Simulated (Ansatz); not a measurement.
# GaN at several levels of theory

One geometry, relaxed with PBE, and single points on it; plane waves with PAW potentials in Ansatz, scalar-relativistic unless the row names spin-orbit coupling. No spin polarisation. Meshes are on the primitive cell of 2 atoms. Gaps are the least over mesh and band path; pressure is positive in compression. Smearing is Gaussian, 0.02 eV. Stresses of the hybrids are converged loosely, to a few tenths of a GPa.

```cif
data_structure
_symmetry_space_group_name_H-M 'F-43m'
_symmetry_Int_Tables_number 216
_cell_length_a 4.5485
_cell_length_b 4.5485
_cell_length_c 4.5485
_cell_angle_alpha 90.000
_cell_angle_beta 90.000
_cell_angle_gamma 90.000
_cell_volume 94.10
loop_
_atom_site_label
_atom_site_type_symbol
_atom_site_symmetry_multiplicity
_atom_site_Wyckoff_symbol
_atom_site_fract_x
_atom_site_fract_y
_atom_site_fract_z
_atom_site_occupancy
Ga1 Ga 4 a 0.00000 0.00000 0.00000 1
N1 N 4 c 0.25000 0.25000 0.25000 1
```

```
level cutoff (eV) k mesh gap (eV) pressure (GPa) rough cost with bands (core-min)
HSE06          420   6×6×6      2.76            -6.2                               1.9
 PBE0          420   6×6×6      3.44            -6.4                               1.8
```

This zinc-blende form isn't the usual stable structure of the compound.